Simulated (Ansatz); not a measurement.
Relax this structure to zero stress and force, keeping its symmetry:

```cif
data_structure
_symmetry_space_group_name_H-M 'Pm-3m'
_symmetry_Int_Tables_number 221
_cell_length_a 2.9338
_cell_length_b 2.9338
_cell_length_c 2.9338
_cell_angle_alpha 90.000
_cell_angle_beta 90.000
_cell_angle_gamma 90.000
_cell_volume 25.25
loop_
_atom_site_label
_atom_site_type_symbol
_atom_site_symmetry_multiplicity
_atom_site_Wyckoff_symbol
_atom_site_fract_x
_atom_site_fract_y
_atom_site_fract_z
_atom_site_occupancy
Ti1 Ti 1 a 0.00000 0.00000 0.00000 1
Co1 Co 1 b 0.50000 0.50000 0.50000 1
```

These are results of Ansatz, DFT PBEsol, scalar-relativistic, plane waves, PAW, not measurements.

Cutoff 420 eV; k points 14×14×14 on the computed 2-atom cell (Γ-centred); Gaussian smearing, width 0.10 eV; collinear spin from starting moments 0 0.27 μB.

Q: What does it relax to?

A: The volume goes up by 0.06 Å³/atom to 12.69 Å³/atom, and the energy falls by 0.2 meV/atom. The cell ends with a moment of 0.65 μB (only this magnetic start was tried). Final structure:
```xyz
2
Lattice="2.9385 0.0000 0.0000 0.0000 2.9385 0.0000 0.0000 0.0000 2.9385" Properties=species:S:1:pos:R:3 pbc="T T T"
Ti    0.0000    0.0000    0.0000
Co    1.4693    1.4693    1.4693
```

Course of the relaxation (steps run on the plane waves of an earlier cell, and the basis is chosen afresh near the end, so energy and pressure can step there; trial steps that raised the energy were taken back; energies are free energies):

```tsv
step	E − E_final (meV/atom)	P (GPa)	V (Å³/atom)
1	0.2	0.88	12.63
2	0.0	0.14	12.68
3	0.0	0.00	12.69
4	0.0	0.01	12.69
```